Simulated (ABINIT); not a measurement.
# TiCo (Pm-3m) in ABINIT: single point with LDA

Aim: the single point of TiCo with LDA.

Everything below comes from runs of ABINIT 10.8.3 (patched build). Logs are shortened: lines on timing, memory, paths and dates and some standing lists are left out, and cuts for length are marked. The log counts tension as positive stress, the text compression.

## Step 1: The structure

Symmetry: Pm-3m, No. 221, cubic system. The conventional cell has a = 2.986 Å, b = 2.986 Å, c = 2.986 Å, α = 90.00°, β = 90.00°, γ = 90.00°. Co (site symmetry m-3m) has 8 Ti at 2.59 Å as nearest neighbours. Ti (site symmetry m-3m) is surrounded by 8 Co at 2.59 Å.

The cell comes from a database or a generator and needn't be the stable form of this composition.

## Step 2: Single point, LDA, collinear spin, ferromagnetic start

Contents of run.abi:

```
# Pseudopotentials
pp_dirpath "./"
pseudos "Co.upf, Ti.upf"

# Structure
acell 5.6429319488 5.6429319488 5.6429319488
rprim
     1.0000000000     0.0000000000     0.0000000000
     0.0000000000     1.0000000000     0.0000000000
     0.0000000000     0.0000000000     1.0000000000
ntypat 2
znucl 27 22
natom 2
typat 1 2
xred
     0.5000000000     0.5000000000     0.5000000000
     0.0000000000     0.0000000000     0.0000000000

# Plane-wave basis
ecut 46.0

# k points
kptopt 1
ngkpt 7 7 7
nshiftk 1
shiftk 0.0 0.0 0.0

# Exchange and correlation
ixc 7

# Bands and occupations
nband 20
occopt 3
tsmear 0.00183747

# Spin
nsppol 2
spinat
     0.0000000000     0.0000000000     2.0000000000
     0.0000000000     0.0000000000     1.0000000000

# SCF cycle
nstep 100
tolvrs 1.0e-10

# Output
iomode 3
prtwf 0
prtden 0
prteig 0
prtebands 0
```

Potentials or basis: PseudoDojo NC SR LDA v0.4.1 standard.

The run is started by

```sh
$ mpirun --bind-to none -np 4 abinit run.abi > log 2>&1
```

run.abo:

```text
.Version 10.8.3 of ABINIT
 Symmetries : space group Pm -3 m (#221); Bravais cP (primitive cubic)
================================================================================
 Values of the parameters that define the memory need of the present run
     intxc =       0    ionmov =       0      iscf =       7    lmnmax =       6
     lnmax =       6     mgfft =      36  mpssoang =       3    mqgrid =    3001
     natom =       2  nloc_mem =       1    nspden =       2   nspinor =       1
    nsppol =       2      nsym =      48    n1xccc =    2501    ntypat =       2
    occopt =       3   xclevel =       1
       mpw =        2693          nfft =       46656          nkpt =          20
================================================================================
================================================================================

--------------------------------------------------------------------------------
------------- Echo of variables that govern the present computation ------------
--------------------------------------------------------------------------------
 -outvars: echo values of preprocessed input variables --------
            acell      5.6429319488E+00  5.6429319488E+00  5.6429319488E+00 Bohr
              amu      5.89332000E+01  4.78800000E+01
             ecut      4.60000000E+01 Hartree
              ixc           7
         kptrlatt        7    0    0      0    7    0      0    0    7
          kptrlen      3.95005236E+01
            natom           2
            nband          20
            ngfft          36      36      36
             nkpt          20
           nspden           2
           nsppol           2
            nstep         100
             nsym          48
           ntypat           2
           occopt           3
           prtden           0
        prtebands           0
           prteig           0
            prtwf           0
          spgroup         221
           spinat      0.0000000000E+00  0.0000000000E+00  2.0000000000E+00
                       0.0000000000E+00  0.0000000000E+00  1.0000000000E+00
           tolvrs      1.00000000E-10
           tsmear      1.83747000E-03 Hartree
            typat      1  2
           xangst      1.4930554940E+00  1.4930554940E+00  1.4930554940E+00
                       0.0000000000E+00  0.0000000000E+00  0.0000000000E+00
            xcart      2.8214659744E+00  2.8214659744E+00  2.8214659744E+00
                       0.0000000000E+00  0.0000000000E+00  0.0000000000E+00
             xred      5.0000000000E-01  5.0000000000E-01  5.0000000000E-01
                       0.0000000000E+00  0.0000000000E+00  0.0000000000E+00
            znucl       27.00000   22.00000

================================================================================

 chkinp: Checking input parameters for consistency.

================================================================================
== DATASET  1 ==================================================================

--- !DatasetInfo
iteration_state: {dtset: 1, }
dimensions: {natom: 2, nkpt: 20, mband: 20, nsppol: 2, nspinor: 1, nspden: 2, mpw: 2693, }
cutoff_energies: {ecut:  46.0, pawecutdg:  -1.0, }
electrons: {nelect:   2.90000000E+01, charge:   0.00000000E+00, occopt:   3.00000000E+00, tsmear:   1.83747000E-03, }
meta: {optdriver: 0, ionmov: 0, optcell: 0, iscf: 7, paral_kgb: 0, }
...

 Exchange-correlation functional for the present dataset will be:
  LDA: Perdew-Wang 92 LSD fit to Ceperley-Alder data - ixc=7
  J.P.Perdew and Y.Wang, PRB 45, 13244 (1992)

 Real(R)+Recip(G) space primitive vectors, cartesian coordinates (Bohr,Bohr^-1):
 R(1)=  5.6429319  0.0000000  0.0000000  G(1)=  0.1772128  0.0000000  0.0000000
 R(2)=  0.0000000  5.6429319  0.0000000  G(2)=  0.0000000  0.1772128  0.0000000
 R(3)=  0.0000000  0.0000000  5.6429319  G(3)=  0.0000000  0.0000000  0.1772128
 Unit cell volume ucvol=  1.7968608E+02 bohr^3
 Angles (23,13,12)=  9.00000000E+01  9.00000000E+01  9.00000000E+01 degrees

 getcut: wavevector=  0.0000  0.0000  0.0000  ngfft=  36  36  36
         ecut(hartree)=     46.000   => boxcut(ratio)=   2.08955

--- Pseudopotential description ------------------------------------------------
- pspini: atom type   1  psp file is ./Co.upf
12 -1012 2 -1 1372                            pspcod,pspxc,lmax,lloc,mmax
     nproj     2     2     2

- pspini: atom type   2  psp file is ./Ti.upf
12 -1012 2 -1 1568                            pspcod,pspxc,lmax,lloc,mmax
     nproj     2     2     2

   9.79217678E+02                                ecore*ucvol(ha*bohr**3)
--------------------------------------------------------------------------------

================================================================================

--- !BeginCycle
iteration_state: {dtset: 1, }
solver: {iscf: 7, nstep: 100, nline: 4, wfoptalg: 0, }
tolerances: {tolvrs: 1.00E-10, }
...

     iter   Etot(hartree)      deltaE(h)  residm     vres2   difmagsph maxmagsph
 ETOT  1  -211.90846430833    -2.119E+02 4.612E-01 1.649E+02 5.793E-01 5.793E-01
 ETOT  2  -211.20945256111     6.990E-01 5.890E-02 8.167E+03 4.095E-01 1.698E-01
 ETOT  3  -211.80810943681    -5.987E-01 8.170E-03 3.167E+03 1.340E-01 3.038E-01
 ETOT  4  -212.20231346440    -3.942E-01 4.556E-03 4.111E+01 2.577E-01 5.615E-01
 ETOT  5  -212.20567219076    -3.359E-03 1.084E-03 2.042E+01 5.986E-02 6.214E-01
 ETOT  6  -212.20574836511    -7.617E-05 5.195E-04 1.915E+01 2.884E-02 5.925E-01
 ETOT  7  -212.20772517734    -1.977E-03 1.408E-04 1.492E+00 2.186E-02 6.144E-01
 ETOT  8  -212.20788828752    -1.631E-04 6.751E-05 9.675E-02 1.799E-02 6.324E-01
 ETOT  9  -212.20790347266    -1.519E-05 1.840E-05 4.963E-04 1.356E-02 6.459E-01
 ETOT 10  -212.20790311235     3.603E-07 9.083E-06 2.617E-02 1.731E-02 6.633E-01
 ETOT 11  -212.20790610417    -2.992E-06 3.059E-06 1.073E-04 3.803E-03 6.671E-01
 ETOT 12  -212.20790612541    -2.124E-08 1.750E-06 8.503E-07 1.070E-03 6.681E-01
 ETOT 13  -212.20790612571    -3.022E-10 6.164E-07 2.864E-07 1.620E-04 6.683E-01
 ETOT 14  -212.20790612574    -2.910E-11 3.548E-07 5.976E-09 2.831E-05 6.683E-01
 ETOT 15  -212.20790612573     7.418E-12 1.251E-07 7.491E-11 5.842E-06 6.683E-01

 At SCF step   15       vres2   =  7.49E-11 < tolvrs=  1.00E-10 =>converged.

 Cartesian components of stress tensor (hartree/bohr^3)
  sigma(1 1)=  4.89583104E-04  sigma(3 2)=  0.00000000E+00
  sigma(2 2)=  4.89583104E-04  sigma(3 1)=  0.00000000E+00
  sigma(3 3)=  4.89583104E-04  sigma(2 1)=  0.00000000E+00

--- !ResultsGS
iteration_state: {dtset: 1, }
comment   : Summary of ground state results
lattice_vectors:
- [  5.6429319,   0.0000000,   0.0000000, ]
- [  0.0000000,   5.6429319,   0.0000000, ]
- [  0.0000000,   0.0000000,   5.6429319, ]
lattice_lengths: [   5.64293,    5.64293,    5.64293, ]
lattice_angles: [ 90.000,  90.000,  90.000, ] # degrees, (23, 13, 12)
lattice_volume:   1.7968608E+02
convergence: {deltae:  7.418E-12, res2:  7.491E-11, residm:  1.251E-07, diffor: null, }
etotal    :  -2.12207906E+02
entropy   :   0.00000000E+00
fermie    :   4.17342297E-01
cartesian_stress_tensor: # hartree/bohr^3
- [  4.89583104E-04,   0.00000000E+00,   0.00000000E+00, ]
- [  0.00000000E+00,   4.89583104E-04,   0.00000000E+00, ]
- [  0.00000000E+00,   0.00000000E+00,   4.89583104E-04, ]
pressure_GPa:  -1.4404E+01
xred      :
- [  5.0000E-01,   5.0000E-01,   5.0000E-01, Co]
- [  0.0000E+00,   0.0000E+00,   0.0000E+00, Ti]
cartesian_forces: # hartree/bohr
- [ -0.00000000E+00,  -0.00000000E+00,  -0.00000000E+00, ]
- [ -0.00000000E+00,  -0.00000000E+00,  -0.00000000E+00, ]
force_length_stats: {min:   0.00000000E+00, max:   0.00000000E+00, mean:   0.00000000E+00, }
...

 Integrated electronic and magnetization densities in atomic spheres:
 ------------------------------------------------------------------------------------------------------------
 Radius=ratsph(iatom), smearing ratsm=  0.0000. Diff(up-dn)=approximate z local magnetic moment.
    Atom    Radius    up_density   dn_density  Total(up+dn)  Diff(up-dn)
    1 Co   2.00000     7.981431     7.313107     15.294538     0.668324
    2 Ti   2.00000     4.757456     4.751664      9.509120     0.005793
 ------------------------------------------------------------------------------------------------------------
  Sum:                12.738888    12.064771     24.803658     0.674117
 Total magnetization (from the atomic spheres):                0.674117
 Total magnetization (exact up - dn):                          0.663728

================================================================================

 ----iterations are completed or convergence reached----

 Mean square residual over all n,k,spin=   79.972E-11; max=  12.512E-08
 reduced coordinates (array xred) for    2 atoms
       0.500000000000      0.500000000000      0.500000000000
       0.000000000000      0.000000000000      0.000000000000
 rms dE/dt=  0.0000E+00; max dE/dt=  0.0000E+00; dE/dt below (all hartree)
    1       0.000000000000      0.000000000000      0.000000000000
    2       0.000000000000      0.000000000000      0.000000000000

 cartesian coordinates (angstrom) at end:
    1      1.49305549397780     1.49305549397780     1.49305549397780
    2      0.00000000000000     0.00000000000000     0.00000000000000

 cartesian forces (hartree/bohr) at end:
    1     -0.00000000000000    -0.00000000000000    -0.00000000000000
    2     -0.00000000000000    -0.00000000000000    -0.00000000000000
 frms,max,avg= 0.0000000E+00 0.0000000E+00   0.000E+00  0.000E+00  0.000E+00 h/b

 cartesian forces (eV/Angstrom) at end:
    1     -0.00000000000000    -0.00000000000000    -0.00000000000000
    2     -0.00000000000000    -0.00000000000000    -0.00000000000000
 frms,max,avg= 0.0000000E+00 0.0000000E+00   0.000E+00  0.000E+00  0.000E+00 e/A
 length scales=  5.642931948800  5.642931948800  5.642931948800 bohr
              =  2.986110987956  2.986110987956  2.986110987956 angstroms
 Fermi (or HOMO) energy (hartree) =   0.41734   Average Vxc (hartree)=  -0.48941
 Magnetization (Bohr magneton)=  6.63727508E-01
 Total spin up =  1.48318638E+01   Total spin down =  1.41681362E+01
 Eigenvalues (hartree) for nkpt=  20  k points, SPIN UP:
 kpt#   1, nband= 20, wtk=  0.00292, kpt=  0.0000  0.0000  0.0000 (reduced coord)
  -3.05882   -1.72466   -1.72466   -1.72466   -1.66063   -0.79390   -0.79390   -0.79390
   0.13633    0.27050    0.27050    0.35555    0.35555    0.35555    0.43917    0.43917
   0.51714    0.51714    0.51714    0.74459
      occupation numbers for kpt#   1
   1.00000    1.00000    1.00000    1.00000    1.00000    1.00000    1.00000    1.00000
   1.00000    1.00000    1.00000    1.00000    1.00000    1.00000    0.00001    0.00001
   0.00000    0.00000    0.00000    0.00000
 prteigrs : prtvol=0 or 1, do not print more k-points.

 Eigenvalues (hartree) for nkpt=  20  k points, SPIN DOWN:
 kpt#   1, nband= 20, wtk=  0.00292, kpt=  0.0000  0.0000  0.0000 (reduced coord)
  -3.03554   -1.70030   -1.70030   -1.70030   -1.66029   -0.79359   -0.79359   -0.79359
   0.13798    0.28525    0.28525    0.37154    0.37154    0.37154    0.45174    0.45174
   0.52046    0.52046    0.52046    0.74690
      occupation numbers for kpt#   1
   1.00000    1.00000    1.00000    1.00000    1.00000    1.00000    1.00000    1.00000
   1.00000    1.00000    1.00000    1.00000    1.00000    1.00000    0.00000    0.00000
   0.00000    0.00000    0.00000    0.00000
 prteigrs : prtvol=0 or 1, do not print more k-points.

--- !EnergyTerms
iteration_state     : {dtset: 1, }
comment             : Components of total free energy in Hartree
kinetic             :  9.09247776575142E+01
hartree             :  5.38469175965303E+01
xc                  : -3.64054092791179E+01
Ewald energy        : -1.37848524357748E+02
psp_core            :  5.44960226196857E+00
local_psp           : -1.69465712359933E+02
non_local_psp       : -1.87089772514890E+01
internal            : -2.12207325732275E+02
'-kT*entropy'       : -5.80393459894226E-04
total_energy        : -2.12207906125734E+02
total_energy_eV     : -5.77447129803824E+03
band_energy         : -2.02000130472896E+01
...

 Cartesian components of stress tensor (hartree/bohr^3)
  sigma(1 1)=  4.89583104E-04  sigma(3 2)=  0.00000000E+00
  sigma(2 2)=  4.89583104E-04  sigma(3 1)=  0.00000000E+00
  sigma(3 3)=  4.89583104E-04  sigma(2 1)=  0.00000000E+00

-Cartesian components of stress tensor (GPa)         [Pressure= -1.4404E+01 GPa]
- sigma(1 1)=  1.44040322E+01  sigma(3 2)=  0.00000000E+00
- sigma(2 2)=  1.44040322E+01  sigma(3 1)=  0.00000000E+00
- sigma(3 3)=  1.44040322E+01  sigma(2 1)=  0.00000000E+00

== END DATASET(S) ==============================================================
================================================================================

 -outvars: echo values of variables after computation  --------
            acell      5.6429319488E+00  5.6429319488E+00  5.6429319488E+00 Bohr
           etotal     -2.1220790613E+02
            fcart     -0.0000000000E+00 -0.0000000000E+00 -0.0000000000E+00
                      -0.0000000000E+00 -0.0000000000E+00 -0.0000000000E+00
           strten      4.8958310358E-04  4.8958310358E-04  4.8958310358E-04
                       0.0000000000E+00  0.0000000000E+00  0.0000000000E+00
           xangst      1.4930554940E+00  1.4930554940E+00  1.4930554940E+00
                       0.0000000000E+00  0.0000000000E+00  0.0000000000E+00
             xred      5.0000000000E-01  5.0000000000E-01  5.0000000000E-01
                       0.0000000000E+00  0.0000000000E+00  0.0000000000E+00
 Calculation completed.
```

It took 60 s on 4 MPI ranks of Intel Xeon at 2.50GHz (Skylake/Cascade Lake), shared host; peak memory 0.32 GiB.

What came out:

```yaml
Free_energy: -5774.4713 eV
Pressure: -14.4 GPa
Band_gap_on_the_k_mesh: none (metal or under the smearing width)
Net_moment: 0.66 μB per cell
Site_moments: Co +0.67; Ti +0.01 μB
Valence_electrons_inside_the_program's_atomic_spheres: Co 15.29; Ti 9.51
```

Caveat: small starting moments can end in a higher magnetic state in this program.
